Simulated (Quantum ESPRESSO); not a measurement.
# AgCl (Chlorargyrite) (Fm-3m) in Quantum ESPRESSO: notebook, part 3 of 3

Quantum ESPRESSO 7.5. Earlier steps stand in the parts before.

## 4. Wannier functions, LDA

The input, pw.in:

```
&CONTROL
  calculation = 'scf'
  prefix = 'pwscf'
  outdir = './tmp'
  pseudo_dir = './pseudo'
  tprnfor = .true.
  tstress = .true.
  disk_io = 'low'
/
&SYSTEM
  ibrav = 0
  nat = 2
  ntyp = 2
  ecutwfc = 36
  ecutrho = 216
  nbnd = 15
  occupations = 'smearing'
  smearing = 'fd'
  degauss = 0.00367493
/
&ELECTRONS
  conv_thr = 4d-10
  electron_maxstep = 120
  mixing_beta = 0.5
/
ATOMIC_SPECIES
Ag   107.8682 Ag.LDA_PW-JTH.UPF
Cl    35.4500 Cl.LDA_PW-JTH.UPF
CELL_PARAMETERS angstrom
   0.0000000000    2.7350000000    2.7350000000
   2.7350000000    0.0000000000    2.7350000000
   2.7350000000    2.7350000000    0.0000000000
ATOMIC_POSITIONS crystal
Ag     0.0000000000    0.0000000000    0.0000000000
Cl     0.5000000000    0.5000000000    0.5000000000
K_POINTS automatic
6 6 6 0 0 0
```

The input, nscf.in:

```
&CONTROL
  calculation = 'nscf'
  prefix = 'pwscf'
  outdir = './tmp'
  pseudo_dir = './pseudo'
  disk_io = 'low'
/
&SYSTEM
  ibrav = 0
  nat = 2
  ntyp = 2
  ecutwfc = 36
  ecutrho = 216
  nbnd = 11
  occupations = 'smearing'
  smearing = 'fd'
  degauss = 0.00367493
  nosym = .true.
  noinv = .true.
/
&ELECTRONS
  conv_thr = 1d-09
  electron_maxstep = 120
  mixing_beta = 0.5
  diago_full_acc = .true.
/
ATOMIC_SPECIES
Ag   107.8682 Ag.LDA_PW-JTH.UPF
Cl    35.4500 Cl.LDA_PW-JTH.UPF
CELL_PARAMETERS angstrom
   0.0000000000    2.7350000000    2.7350000000
   2.7350000000    0.0000000000    2.7350000000
   2.7350000000    2.7350000000    0.0000000000
ATOMIC_POSITIONS crystal
Ag     0.0000000000    0.0000000000    0.0000000000
Cl     0.5000000000    0.5000000000    0.5000000000
K_POINTS crystal
125
  0.00000000   0.00000000   0.00000000 8.00000000e-03
  0.00000000   0.00000000   0.20000000 8.00000000e-03
  0.00000000   0.00000000   0.40000000 8.00000000e-03
  0.00000000   0.00000000   0.60000000 8.00000000e-03
  0.00000000   0.00000000   0.80000000 8.00000000e-03
  0.00000000   0.20000000   0.00000000 8.00000000e-03
[... 117 lines left out ...]
  0.80000000   0.80000000   0.60000000 8.00000000e-03
  0.80000000   0.80000000   0.80000000 8.00000000e-03
```

The input, pw2wan.in:

```
&INPUTPP
  prefix = 'pwscf'
  outdir = './tmp'
  seedname = 'w'
  write_mmn = .true.
  write_amn = .true.
  scdm_proj = .true.
  scdm_entanglement = 'isolated'
/
```

The input, bands.in:

```
&CONTROL
  calculation = 'bands'
  prefix = 'pwscf'
  outdir = './tmp'
  pseudo_dir = './pseudo'
  disk_io = 'low'
/
&SYSTEM
  ibrav = 0
  nat = 2
  ntyp = 2
  ecutwfc = 36
  ecutrho = 216
  nbnd = 11
  occupations = 'smearing'
  smearing = 'fd'
  degauss = 0.00367493
/
&ELECTRONS
  conv_thr = 1d-08
  electron_maxstep = 120
  mixing_beta = 0.5
  diago_full_acc = .true.
/
ATOMIC_SPECIES
Ag   107.8682 Ag.LDA_PW-JTH.UPF
Cl    35.4500 Cl.LDA_PW-JTH.UPF
CELL_PARAMETERS angstrom
   0.0000000000    2.7350000000    2.7350000000
   2.7350000000    0.0000000000    2.7350000000
   2.7350000000    2.7350000000    0.0000000000
ATOMIC_POSITIONS crystal
Ag     0.0000000000    0.0000000000    0.0000000000
Cl     0.5000000000    0.5000000000    0.5000000000
K_POINTS crystal
77
  0.00000000   0.00000000   0.00000000 1
  0.04166700   0.00000000   0.04166700 1
  0.08333300   0.00000000   0.08333300 1
  0.12500000   0.00000000   0.12500000 1
  0.16666700   0.00000000   0.16666700 1
  0.20833300   0.00000000   0.20833300 1
[... 69 lines left out ...]
  0.53125000   0.06250000   0.53125000 1
  0.50000000   0.00000000   0.50000000 1
```

The input, w.win:

```
num_wann = 9
num_bands = 9
auto_projections = true
num_iter = 400
conv_tol = 1.0d-9
conv_window = 4
num_print_cycles = 40
fermi_energy = 7.2284
bands_plot = true
write_hr = true
mp_grid = 5 5 5
exclude_bands = 10-11
begin unit_cell_cart
ang
  0.0000000000   2.7350000000   2.7350000000
  2.7350000000   0.0000000000   2.7350000000
  2.7350000000   2.7350000000   0.0000000000
end unit_cell_cart
begin atoms_frac
Ag   0.0000000000   0.0000000000   0.0000000000
Cl   0.5000000000   0.5000000000   0.5000000000
end atoms_frac
begin kpoint_path
G   0.0000000000   0.0000000000   0.0000000000  X   0.5000000000   0.0000000000   0.5000000000
X   0.5000000000   0.0000000000   0.5000000000  W   0.5000000000   0.2500000000   0.7500000000
W   0.5000000000   0.2500000000   0.7500000000  K   0.3750000000   0.3750000000   0.7500000000
K   0.3750000000   0.3750000000   0.7500000000  G   0.0000000000   0.0000000000   0.0000000000
G   0.0000000000   0.0000000000   0.0000000000  L   0.5000000000   0.5000000000   0.5000000000
L   0.5000000000   0.5000000000   0.5000000000  U   0.6250000000   0.2500000000   0.6250000000
U   0.6250000000   0.2500000000   0.6250000000  W   0.5000000000   0.2500000000   0.7500000000
W   0.5000000000   0.2500000000   0.7500000000  L   0.5000000000   0.5000000000   0.5000000000
L   0.5000000000   0.5000000000   0.5000000000  K   0.3750000000   0.3750000000   0.7500000000
U   0.6250000000   0.2500000000   0.6250000000  X   0.5000000000   0.0000000000   0.5000000000
end kpoint_path
bands_num_points = 12
begin kpoints
  0.00000000   0.00000000   0.00000000
  0.00000000   0.00000000   0.20000000
  0.00000000   0.00000000   0.40000000
  0.00000000   0.00000000   0.60000000
  0.00000000   0.00000000   0.80000000
  0.00000000   0.20000000   0.00000000
[... 117 lines left out ...]
  0.80000000   0.80000000   0.60000000
  0.80000000   0.80000000   0.80000000
end kpoints
```

Potentials or basis: JTH 2.0 LDA.

Launch:

```console
$ OMP_NUM_THREADS=1 pw.x -in pw.in > pw.out
$ OMP_NUM_THREADS=1 pw.x -in nscf.in > nscf.out
$ wannier90.x -pp w
$ OMP_NUM_THREADS=1 pw2wannier90.x -in pw2wan.in > pw2wan.out
$ wannier90.x w
$ OMP_NUM_THREADS=1 pw.x -in bands.in > bands.out
```

pw.out:

```text
This program is part of the open-source Quantum ESPRESSO suite
     for quantum simulation of materials; please cite
         "P. Giannozzi et al., J. Phys.:Condens. Matter 21 395502 (2009);
         "P. Giannozzi et al., J. Phys.:Condens. Matter 29 465901 (2017);
         "P. Giannozzi et al., J. Chem. Phys. 152 154105 (2020);
     in publications or presentations arising from this work. More details at

     file Ag.LDA_PW-JTH.UPF: wavefunction(s)  0S 5P 0P 4D 0D renormalized
     file Cl.LDA_PW-JTH.UPF: wavefunction(s)  3S 0S 3P 0P renormalized
     Message from routine setup:
     using ibrav=0 with symmetry is DISCOURAGED, use correct ibrav instead

     G-vector sticks info
     --------------------
     sticks:   dense  smooth     PW     G-vecs:    dense   smooth      PW
     Sum         805     517    163                14841     7991    1459

     Using Slab Decomposition

     bravais-lattice index     =            0
     lattice parameter (alat)  =       7.3092  a.u.
     unit-cell volume          =     276.1205 (a.u.)^3
     number of atoms/cell      =            2
     number of atomic types    =            2
     number of electrons       =        18.00
     number of Kohn-Sham states=           15
     kinetic-energy cutoff     =      36.0000  Ry
     charge density cutoff     =     216.0000  Ry
     scf convergence threshold =      4.0E-10
     mixing beta               =       0.5000
     number of iterations used =            8  plain     mixing
     Exchange-correlation= SLA PW NOGX NOGC
                           (   1   4   0   0   0   0   0)

     celldm(1)=   7.309223  celldm(2)=   0.000000  celldm(3)=   0.000000
     celldm(4)=   0.000000  celldm(5)=   0.000000  celldm(6)=   0.000000

     crystal axes: (cart. coord. in units of alat)
               a(1) = (   0.000000   0.707107   0.707107 )
               a(2) = (   0.707107   0.000000   0.707107 )
               a(3) = (   0.707107   0.707107   0.000000 )

     reciprocal axes: (cart. coord. in units 2 pi/alat)
               b(1) = ( -0.707107  0.707107  0.707107 )
               b(2) = (  0.707107 -0.707107  0.707107 )
               b(3) = (  0.707107  0.707107 -0.707107 )

     PseudoPot. # 1 for Ag read from file:
     Ag.LDA_PW-JTH.UPF
     Pseudo is Projector augmented-wave + core cor, Zval = 11.0
     Generated using ATOMPAW code
     Shape of augmentation charge: BESSEL
     Using radial grid of 1085 points,  6 beta functions with:
                l(1) =   0
                l(2) =   0
                l(3) =   1
                l(4) =   1
                l(5) =   2
                l(6) =   2
     Q(r) pseudized with 0 coefficients

     PseudoPot. # 2 for Cl read from file:
     Cl.LDA_PW-JTH.UPF
     Pseudo is Projector augmented-wave + core cor, Zval =  7.0
     Generated using ATOMPAW code
     Shape of augmentation charge: SINC**2
     Using radial grid of 1004 points,  4 beta functions with:
                l(1) =   0
                l(2) =   0
                l(3) =   1
                l(4) =   1
     Q(r) pseudized with 0 coefficients

     atomic species   valence    mass     pseudopotential
     Ag               11.00   107.86820     Ag( 1.00)
     Cl                7.00    35.45000     Cl( 1.00)

     48 Sym. Ops., with inversion, found

   Cartesian axes

     site n.     atom                  positions (alat units)
         1        Ag     tau(   1) = (   0.0000000   0.0000000   0.0000000  )
         2        Cl     tau(   2) = (   0.7071068   0.7071068   0.7071068  )

     number of k points=    16  Fermi-Dirac smearing, width (Ry)=  0.0037
                       cart. coord. in units 2pi/alat
        k(    1) = (   0.0000000   0.0000000   0.0000000), wk =   0.0092593
        k(    2) = (   0.1178511   0.1178511  -0.1178511), wk =   0.0740741
        k(    3) = (   0.2357023   0.2357023  -0.2357023), wk =   0.0740741
        k(    4) = (  -0.3535534  -0.3535534   0.3535534), wk =   0.0370370
        k(    5) = (   0.2357023   0.0000000  -0.0000000), wk =   0.0555556
        k(    6) = (   0.3535534   0.1178511  -0.1178511), wk =   0.2222222
[... 8 lines left out ...]
        k(   15) = (  -0.1178511  -0.3535534   0.5892557), wk =   0.2222222
        k(   16) = (  -0.7071068   0.2357023   0.0000000), wk =   0.1111111

     Dense  grid:    14841 G-vectors     FFT dimensions: (  36,  36,  36)

     Smooth grid:     7991 G-vectors     FFT dimensions: (  27,  27,  27)

     Check: negative core charge=   -0.000012

     Initial potential from superposition of free atoms

     starting charge      17.9997, renormalised to      18.0000

     negative rho (up, down):  7.388E-02 0.000E+00
     Starting wfcs are   26 randomized atomic wfcs

     Self-consistent Calculation

     iteration #  1     ecut=    36.00 Ry     beta= 0.50
     Davidson diagonalization with overlap
     ethr =  1.00E-02,  avg # of iterations =  5.5

     Threshold (ethr) on eigenvalues was too large:
     Diagonalizing with lowered threshold

     Davidson diagonalization with overlap
     ethr =  1.71E-04,  avg # of iterations =  3.2

     negative rho (up, down):  7.432E-02 0.000E+00

     total energy              =    -422.21021286 Ry
     estimated scf accuracy    <       0.02991396 Ry

     iteration #  2     ecut=    36.00 Ry     beta= 0.50
     Davidson diagonalization with overlap
     ethr =  1.66E-04,  avg # of iterations =  2.2

     negative rho (up, down):  7.359E-02 0.000E+00

     total energy              =    -422.21802949 Ry
     estimated scf accuracy    <       0.00409446 Ry

     iteration #  3     ecut=    36.00 Ry     beta= 0.50
     Davidson diagonalization with overlap
     ethr =  2.27E-05,  avg # of iterations =  3.6
[... 33 lines left out ...]
     iteration #  7     ecut=    36.00 Ry     beta= 0.50
     Davidson diagonalization with overlap
     ethr =  2.79E-10,  avg # of iterations =  2.0

     negative rho (up, down):  7.298E-02 0.000E+00

     total energy              =    -422.21888111 Ry
     estimated scf accuracy    <          1.8E-09 Ry

     iteration #  8     ecut=    36.00 Ry     beta= 0.50
     Davidson diagonalization with overlap
     ethr =  1.00E-11,  avg # of iterations =  2.2

     negative rho (up, down):  7.298E-02 0.000E+00

     End of self-consistent calculation

          k = 0.0000 0.0000 0.0000 (   965 PWs)   bands (ev):

    -8.4356   4.2281   4.2281   4.2281   4.2698   4.2698   4.4540   4.4540
     4.4540   7.5319  17.5032  17.5032  17.5032  19.0156  20.1694

          k = 0.1179 0.1179-0.1179 (   989 PWs)   bands (ev):

    -8.3145   3.1302   3.3493   3.3493   4.3314   4.3314   4.6061   5.5099
     5.5099   8.7544  15.5388  16.7896  16.7896  18.6457  18.6457

          k = 0.2357 0.2357-0.2357 (  1008 PWs)   bands (ev):

    -8.0538   1.7748   2.6765   2.6765   4.5396   4.5396   4.8417   6.5009
     6.5009  10.3775  13.7659  14.9981  14.9981  19.4461  19.5277

          k =-0.3536-0.3536 0.3536 (  1008 PWs)   bands (ev):

    -7.9124   1.2306   2.4407   2.4407   4.6489   4.6489   4.9901   6.9248
     6.9248  10.7703  13.4603  14.2371  14.2371  20.2840  20.2877

          k = 0.2357 0.0000-0.0000 (   994 PWs)   bands (ev):

    -8.2821   2.6101   3.7688   3.7688   4.1316   4.3226   4.9129   4.9129
     5.3173   9.2636  15.5151  16.0541  16.8765  16.8765  20.7037

          k = 0.3536 0.1179-0.1179 (  1003 PWs)   bands (ev):

    -8.0849   1.9873   2.9813   3.1323   4.2754   4.5686   4.8751   5.5249
     6.0677  10.5420  13.5670  15.0053  16.1599  17.8262  20.5597

          k =-0.2357-0.4714 0.4714 (  1008 PWs)   bands (ev):

    -7.9099   1.5596   2.4659   2.6128   4.5236   4.6764   4.9402   6.2813
     6.3806  11.3802  12.4440  14.8515  15.0993  19.2747  20.5524

          k =-0.1179-0.3536 0.3536 (  1013 PWs)   bands (ev):

    -7.9468   1.6109   2.4999   2.7000   4.5630   4.6195   4.9374   5.7384
     6.8619  11.5534  12.6231  14.6386  14.8143  19.0561  20.7904

          k = 0.0000-0.2357 0.2357 (   991 PWs)   bands (ev):

    -8.1538   2.2399   2.7832   3.3098   4.3865   4.5202   4.9788   5.0337
     6.4891  10.1203  14.5038  14.9335  15.7459  17.9795  20.1576

          k = 0.4714 0.0000-0.0000 (  1018 PWs)   bands (ev):

    -8.0104   1.9533   3.5826   3.5826   3.9417   4.4297   4.9638   4.9638
     5.3476   9.9049  14.2408  14.9923  17.2826  17.2826  21.4662

          k =-0.1179-0.5893 0.5893 (  1012 PWs)   bands (ev):

    -7.9032   2.1117   2.8595   3.1091   4.2183   4.7285   4.8651   5.2892
     5.3264   9.8119  14.2137  14.9477  17.0230  18.2622  21.2079

          k =-0.0000-0.4714 0.4714 (  1015 PWs)   bands (ev):

    -7.8706   1.9767   2.5105   2.6439   4.5221   4.6658   4.9858   5.1315
     6.2625  10.9918  13.3225  14.6227  15.8057  19.0330  19.6718

          k =-0.7071 0.0000 0.0000 (   998 PWs)   bands (ev):

    -7.8989   2.2277   3.6347   3.6347   3.8483   4.4841   4.7842   4.7842
     4.8936   8.9353  14.6649  15.4581  18.3711  18.3711  22.1345

          k =-0.2357-0.4714 0.7071 (  1013 PWs)   bands (ev):

    -7.9434   1.8675   2.6633   2.9701   4.4486   4.6517   5.0074   5.0664
     6.2570  10.9549  13.2762  14.5110  15.9555  18.4227  21.1247

          k =-0.1179-0.3536 0.5893 (  1008 PWs)   bands (ev):

    -7.8706   1.9673   2.5404   2.6139   4.5703   4.6530   4.8901   5.3802
     6.0149  11.2861  13.0834  14.7260  15.4347  19.4350  20.2927

          k =-0.7071 0.2357 0.0000 (  1008 PWs)   bands (ev):

    -7.8672   2.3788   2.5962   2.8905   4.5404   4.7818   4.7846   4.8098
     5.4489  10.2452  14.4807  14.9270  15.6553  19.4607  20.9835

     the Fermi energy is     7.2960 ev

!    total energy              =    -422.21888111 Ry
     total all-electron energy =      -422.218881 Ry
     estimated scf accuracy    <          4.4E-11 Ry
     smearing contrib. (-TS)   =      -0.00000444 Ry
     internal energy E=F+TS    =    -422.21887667 Ry

     The total energy is F=E-TS. E is the sum of the following terms:
     one-electron contribution =     -10.93043339 Ry
     hartree contribution      =      20.60834435 Ry
     xc contribution           =     -41.44796622 Ry
     ewald contribution        =     -91.63815136 Ry
     one-center paw contrib.   =    -298.81067005 Ry

     convergence has been achieved in   8 iterations

     negative rho (up, down):  7.298E-02 0.000E+00

     Forces acting on atoms (cartesian axes, Ry/au):

     atom    1 type  1   force =     0.00000000    0.00000000   -0.00000000
     atom    2 type  2   force =    -0.00000000   -0.00000000    0.00000000

     Total force =     0.000000     Total SCF correction =     0.000000

     Computing stress (Cartesian axis) and pressure

     negative rho (up, down):  7.298E-02 0.000E+00
          total   stress  (Ry/bohr**3)                   (kbar)     P=      -37.57
  -0.00025537   0.00000000  -0.00000000          -37.57        0.00       -0.00
   0.00000000  -0.00025537  -0.00000000            0.00      -37.57       -0.00
  -0.00000000   0.00000000  -0.00025537           -0.00        0.00      -37.57

=------------------------------------------------------------------------------=
   JOB DONE.
=------------------------------------------------------------------------------=
```

It took 35 s on 1 thread of Arm Neoverse V2, shared host; peak memory 0.09 GiB.

Results:

```yaml
Free_energy: -5744.5805 eV
Pressure: -3.8 GPa
Band_gap_on_the_k_mesh: 0.61 eV, indirect (least direct gap 3.08 eV)
Band_gap_along_the_path: 0.61 eV, indirect (least direct gap 2.88 eV)
Total_Wannier_spread: 8.69 Å² over 9 functions
RMS_miss_of_the_Wannier_bands: 0.010 eV
```

Levels at the corners of the path, in eV from the valence-band top:
| point | band 5 | band 6 | band 7 | band 8 | band 9 | band 10 | band 11 |
| --- | --- | --- | --- | --- | --- | --- | --- |
| Γ | -2.66 | -2.66 | -2.47 | -2.47 | -2.47 | 0.61 | 10.58 |
| X | -3.08 | -2.44 | -2.14 | -2.14 | -2.03 | 2.01 | 7.74 |
| W | -2.18 | -2.18 | -2.14 | -2.13 | -1.35 | 4.02 | 7.67 |
| K | -2.54 | -2.21 | -2.01 | -1.82 | -1.16 | 3.33 | 7.03 |
| Γ | -2.66 | -2.66 | -2.47 | -2.47 | -2.47 | 0.61 | 10.58 |
| L | -2.28 | -2.28 | -1.93 | 0.00 | 0.00 | 3.85 | 6.54 |
| U | -2.54 | -2.21 | -2.01 | -1.82 | -1.16 | 3.33 | 7.03 |
| W | -2.18 | -2.18 | -2.14 | -2.13 | -1.35 | 4.02 | 7.67 |
| L | -2.28 | -2.28 | -1.93 | 0.00 | 0.00 | 3.85 | 6.54 |
| K | -2.54 | -2.21 | -2.01 | -1.82 | -1.16 | 3.33 | 7.03 |
| U | -2.54 | -2.21 | -2.01 | -1.82 | -1.16 | 3.33 | 7.03 |
| X | -3.08 | -2.44 | -2.14 | -2.14 | -2.03 | 2.01 | 7.74 |

Wannier functions:
| function | nearest atom | distance (Å) | spread (Å²) | on-site energy from the reference level (eV) |
| --- | --- | --- | --- | --- |
| 1 | 2 Cl | 0.45 | 1.20 | -6.56 |
| 2 | 2 Cl | 0.45 | 1.20 | -6.55 |
| 3 | 2 Cl | 0.45 | 1.20 | -6.58 |
| 4 | 1 Ag | 0.00 | 0.80 | -2.66 |
| 5 | 1 Ag | 0.00 | 0.80 | -2.67 |
| 6 | 1 Ag | 0.00 | 0.77 | -2.72 |
| 7 | 1 Ag | 0.00 | 0.77 | -2.72 |
| 8 | 2 Cl | 0.46 | 1.19 | -6.68 |
| 9 | 1 Ag | 0.00 | 0.75 | -2.75 |

Parts of the spread (Å²): invariant 7.66, diagonal 0.000, off-diagonal 1.03, total 8.69. Against the direct bands the interpolation misses by 10 meV (root mean square) and 47 meV at most, for states up to 1 eV over the reference level.

Caveat: the cutoff is low for these files, which shifts pressure and relaxed volume; the Wannier minimisation didn't converge.

## 5. Summary

| task | level | potentials or basis | cell | k mesh | cutoff (eV) | form of the LDA correlation | q mesh | k mesh for the Wannier functions | pressure (GPa) |
| --- | --- | --- | --- | --- | --- | --- | --- | --- | --- |
| dielectric tensor | PBE | PseudoDojo 0.4.1 SR PBE standard | as given | 8 × 8 × 8, shifted | 1116 | - | - | - | 3.8 |
| phonon dispersion | LDA | JTH 2.0 LDA | relaxed | 4 × 4 × 4, shifted | 490 | PW92 | 4 × 4 × 4 | - | 0.0 |
| Wannier functions | LDA | JTH 2.0 LDA | as given | 6 × 6 × 6 | 490 | PW92 | - | 5 × 5 × 5 | -3.8 |

Alike in all rows: no spin polarisation; smearing fermi-dirac 0.05 eV.

Caveats: the cutoff is low for these files, which shifts pressure and relaxed volume (some runs); the cell is more than 3 GPa from zero pressure, which shifts response properties (some runs); the Wannier minimisation didn't converge (some runs).

Absolute energies hang on the potentials; compare differences alone.

## 6. Against experiment

Step 2. Against the measured high-frequency dielectric constant of AgCl, 3.92 (a printed reference work, monograph), the calculated 5.23 is off by +33.3 %. So large a miss can be the level of theory's own, or it may mean another phase, state or a wrong row.

Step 3. Measured high-frequency dielectric constant of AgCl: 3.92 (a printed reference work, monograph). This calculation gives 5.80 (+48.1 %). So large a miss can be the level of theory's own, or it may mean another phase, state or a wrong row.

Step 4. Against the measured gap of AgCl, 3.249 eV (indirect; a printed reference work, data compilation), the calculated 0.61 eV is off by -2.64 eV. So large a miss can be the level of theory's own, or it may mean another phase, state or a wrong row. Spin-orbit coupling on Ag is left out. The value is that of LDA, without temperature or zero-point motion. Semilocal functionals fall short of measured gaps as a rule.
